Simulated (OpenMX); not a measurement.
CuO:

```
CELL_PARAMETERS angstrom
2.83633 0.00000 0.00000
-1.41816 2.45633 0.00000
0.00000 0.00000 2.76811
ATOMIC_POSITIONS crystal
Cu 0.00000 0.00000 0.00000
O 0.66667 0.33333 0.50000
```

Measurements of this composition are mostly on another form, of space group No. 15.

Base run:

```yaml
Program: OpenMX 3.8.5
Functional: PBE
Potentials_or_basis: OpenMX 2013 PBE set, Cu6.0H-s3p2d2, O6.0-s2p2d1, grid cutoff 500 Ry
k_mesh: 11 × 11 × 11
Occupations: fermi-dirac, width 0.05 eV
Spin: no spin polarisation
```

Its results: pressure 2.2 GPa; largest force 0.012 eV/Å.

Task: The run is repeated on the same cell with these changes: functional from PBE to LDA; potentials or basis from OpenMX 2013 PBE set, Cu6.0H-s3p2d2, O6.0-s2p2d1, grid cutoff 500 Ry to OpenMX 2013 LDA set, Cu6.0H-s3p2d2, O6.0-s2p2d1, grid cutoff 500 Ry. What comes out?

Result: Pressure -14.0 GPa; largest force 0.014 eV/Å.

Caveats: the basis of atomic orbitals isn't converged, which shifts pressures, moduli and gaps; an odd number of electrons without spin polarisation forces a metal; a magnetic or distorted state may lie lower; the run has no spin polarisation, though such a crystal can be magnetic.

Not every run made on this cell is shown here.
